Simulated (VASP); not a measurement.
# CdSe (F-43m) in VASP: settings compared, part 2 of 2

VASP 6.6.1. Earlier steps stand in the parts before.

## (3) Relaxation of cell and atoms, PBE

This run uses another cell than the first one, of 28.94 Å³/atom, 1.024 times its volume.

INCAR reads:

```
SYSTEM = CdSe
  PREC = Accurate
  ENCUT = 600
  EDIFF = 1E-6
  ISMEAR = 0
  SIGMA = 0.03
  LREAL = .FALSE.
  LASPH = .TRUE.
  NELM = 80
  ALGO = Normal
  ISIF = 3
  LWAVE = .FALSE.
  LCHARG = .FALSE.
  GGA = PE
  IBRION = 2
  NSW = 90
  EDIFFG = -0.01
```

KPOINTS reads:

```
regular mesh
0
G
  8 8 8
  0 0 0
```

POSCAR reads:

```
CdSe
1.0
    0.0000000000      3.0702711986      3.0702711986
    3.0702711986      0.0000000000      3.0702711986
    3.0702711986      3.0702711986      0.0000000000
Cd Se
1 1
Direct
    0.0000000000      0.0000000000      0.0000000000
    0.7500000000      0.7500000000      0.7500000000
```

Potentials or basis: VASP PAW PBE potentials, release 64 (Cd, Se).

Run with:

```sh
$ cat potpaw_PBE.64/Cd/POTCAR potpaw_PBE.64/Se/POTCAR > POTCAR
$ mpirun -np 1 vasp_std > vasp.out
```

Wall time 24 s (1 thread of Intel Xeon 6975P-C (Granite Rapids), shared host); peak memory 0.22 GiB.

The run converged. Its results:

| Quantity | Value |
| --- | --- |
| Free energy | -5.4987 eV |
| Relaxed volume | 29.87 Å³/atom |
| Relaxed cell | a = 4.388 Å, b = 4.388 Å, c = 4.388 Å, α = 60.00°, β = 60.00°, γ = 60.00° |
| Space group after relaxing (to 0.05 Å) | F-43m (No. 216) |
| Energy gained by relaxing | 4.3 meV/atom |
| Ionic steps | 3 |
| Pressure after relaxing | 0.0 GPa |
| Band gap on the k mesh | 0.48 eV, direct |

Step by step:
```csv
step,energy change (eV),largest force (eV/Å),pressure (GPa),volume (Å³)
1,0.0000,0.0000,1.52,57.88
2,-0.0080,0.0000,-0.35,60.22
3,-0.0086,0.0000,0.01,59.74
```

Final structure:
```
CELL_PARAMETERS angstrom
0.00000 3.10270 3.10270
3.10270 0.00000 3.10270
3.10270 3.10270 0.00000
ATOMIC_POSITIONS crystal
Cd 0.00000 0.00000 0.00000
Se 0.75000 0.75000 0.75000
```

Levels at points of the mesh, in eV from the valence-band top:
| k point | band 6 | band 7 | band 8 | band 9 | band 10 | band 11 | band 12 | band 13 |
| --- | --- | --- | --- | --- | --- | --- | --- | --- |
| (0.00, 0.00, 0.00) | -7.44 | 0.00 | 0.00 | 0.00 | 0.48 | 5.93 | 5.93 | 5.93 |
| (0.50, 0.00, 0.00) | -7.19 | -4.05 | -0.67 | -0.67 | 2.31 | 6.42 | 6.42 | 7.24 |
| (0.50, 0.50, 0.00) | -7.13 | -3.81 | -1.66 | -1.66 | 3.25 | 3.69 | 8.84 | 9.86 |

## (4) Relaxation of cell and atoms, PBE

This run uses another cell than the first one, of 29.87 Å³/atom, 1.057 times its volume.

Edit INCAR of step 3 so:

```diff
@@ -3,3 +3,3 @@
   ENCUT = 600
-  EDIFF = 1E-6
+  EDIFF = 1E-7
   ISMEAR = 0
@@ -16,2 +16,2 @@
   NSW = 90
-  EDIFFG = -0.01
+  EDIFFG = -0.005
```

KPOINTS is that of step 3.

POSCAR reads:

```
CdSe                                    
1.0
    0.0000000000      3.1026979606      3.1026979606
    3.1026979606      0.0000000000      3.1026979606
    3.1026979606      3.1026979606     -0.0000000000
  Cd              Se            
     1     1
Direct
     0.0000000000000000    0.0000000000000000    0.0000000000000000
     0.7500000000000000    0.7500000000000000    0.7500000000000000
```

Run with:

```sh
$ cat potpaw_PBE.64/Cd/POTCAR potpaw_PBE.64/Se/POTCAR > POTCAR
$ mpirun -np 1 vasp_std > vasp.out
```

Wall time 11 s (1 thread of Intel Xeon 6975P-C (Granite Rapids), shared host); peak memory 0.22 GiB.

The run converged. Its results:

| Item | Value |
| --- | --- |
| Free energy | -5.4992 eV |
| Pressure after relaxing | 0.0 GPa |
| Band gap on the k mesh | 0.48 eV, direct |

Final structure:
```xyz
2
Lattice="0.0000 3.1027 3.1027 3.1027 0.0000 3.1027 3.1027 3.1027 0.0000" Properties=species:S:1:pos:R:3 pbc="T T T"
Cd    0.0000    0.0000    0.0000
Se    4.6540    4.6540    4.6540
```

Levels at points of the mesh, in eV from the valence-band top:
| k point | band 5 | band 6 | band 7 | band 8 | band 9 | band 10 | band 11 | band 12 | band 13 |
| --- | --- | --- | --- | --- | --- | --- | --- | --- | --- |
| (0.00, 0.00, 0.00) | -7.44 | -7.44 | 0.00 | 0.00 | 0.00 | 0.48 | 5.93 | 5.93 | 5.93 |
| (0.50, 0.00, 0.00) | -7.42 | -7.19 | -4.05 | -0.67 | -0.67 | 2.31 | 6.42 | 6.42 | 7.24 |
| (0.50, 0.50, 0.00) | -7.39 | -7.13 | -3.81 | -1.66 | -1.66 | 3.25 | 3.69 | 8.84 | 9.86 |

Caveat: the relaxation stopped at its first step, so nothing moved.

## (5) Relaxation of cell and atoms, LDA

This run uses another cell than the first one, of 28.94 Å³/atom, 1.024 times its volume.

INCAR reads:

```
PREC     = Accurate       # precision mode
ENCUT    = 600            # plane-wave cutoff, eV
EDIFF    = 1E-6           # SCF threshold, eV
ISMEAR   = 0              # smearing method
SIGMA    = 0.03           # smearing width, eV
LREAL    = F              # projectors in reciprocal space
LASPH    = T              # aspherical terms in the spheres
NELM     = 80             # most SCF steps
ALGO     = Normal         # electronic algorithm
ISIF     = 3              # what is computed and relaxed
LWAVE    = F              # write WAVECAR
LCHARG   = F              # write CHGCAR
IBRION   = 2              # ionic algorithm
NSW      = 90             # ionic steps
EDIFFG   = -0.01          # ionic threshold
```

KPOINTS reads:

```
Automatic mesh
0
Gamma
  8 8 8
```

POSCAR reads:

```
CdSe
1.0
    0.0000000000      3.0702711986      3.0702711986
    3.0702711986      0.0000000000      3.0702711986
    3.0702711986      3.0702711986      0.0000000000
Cd Se
1 1
Direct
    0.0000000000      0.0000000000      0.0000000000
    0.7500000000      0.7500000000      0.7500000000
```

Potentials or basis: VASP PAW LDA potentials, release 64 (Cd, Se).

Run with:

```sh
$ cat potpaw_LDA.64/Cd/POTCAR potpaw_LDA.64/Se/POTCAR > POTCAR
$ mpirun -np 1 vasp_std > vasp.out
```

It took 27 s on 1 thread of AMD EPYC 9R45 (Zen 5), shared host; peak memory 0.17 GiB.

Results (log left out):

| Property | Result |
| --- | --- |
| Free energy | -6.7629 eV |
| Relaxed volume | 27.31 Å³/atom |
| Relaxed cell | a = 4.259 Å, b = 4.259 Å, c = 4.259 Å, α = 60.00°, β = 60.00°, γ = 60.00° |
| Space group after relaxing (to 0.05 Å) | F-43m (No. 216) |
| Energy gained by relaxing | 15.8 meV/atom |
| Ionic steps | 3 |
| Pressure after relaxing | 0.0 GPa |
| Band gap on the k mesh | 0.42 eV, direct |

Step by step:
```tsv
step	energy change (eV)	largest force (eV/Å)	pressure (GPa)	volume (Å³)
1	0.0000	0.0000	-2.93	57.88
2	-0.0278	0.0000	1.18	53.56
3	-0.0316	0.0000	-0.01	54.61
```

Final structure:
```
Cd Se
1.0
     0.00000    3.01130    3.01130
     3.01130    0.00000    3.01130
     3.01130    3.01130    0.00000
Cd Se
1 1
Direct
  0.00000 0.00000 0.00000
  0.75000 0.75000 0.75000
```

Levels at points of the mesh, in eV from the valence-band top:
| k point | band 6 | band 7 | band 8 | band 9 | band 10 | band 11 | band 12 | band 13 |
| --- | --- | --- | --- | --- | --- | --- | --- | --- |
| (0.00, 0.00, 0.00) | -7.65 | 0.00 | 0.00 | 0.00 | 0.42 | 5.79 | 5.79 | 5.79 |
| (0.50, 0.00, 0.00) | -7.33 | -4.66 | -0.81 | -0.81 | 2.23 | 6.32 | 6.32 | 7.28 |
| (0.50, 0.50, 0.00) | -7.27 | -4.30 | -1.99 | -1.99 | 2.88 | 3.64 | 9.02 | 10.20 |

LDA gaps usually lie below the measured ones, often by a third to a half.

## (6) The runs side by side

```csv
level,potentials or basis,gap on the mesh (eV),pressure (GPa)
PBEsol,"VASP PAW PBE potentials, release 64 (Cd, Se)",0.47,0.0
PBE,"VASP PAW PBE potentials, release 64 (Cd, Se)",0.48,0.0
LDA,"VASP PAW LDA potentials, release 64 (Cd, Se)",0.42,0.0
```

Alike in all rows: task relaxation of cell and atoms; no spin polarisation; cell relaxed; k mesh 8 × 8 × 8; cutoff (eV) 600; smearing gaussian 0.03 eV.

Caveats: the relaxation stopped at its first step, so nothing moved (some runs); the PAW data sets were made with another functional, which shifts forces and pressure a little (some runs).

Absolute energies hang on the potentials; compare differences alone.
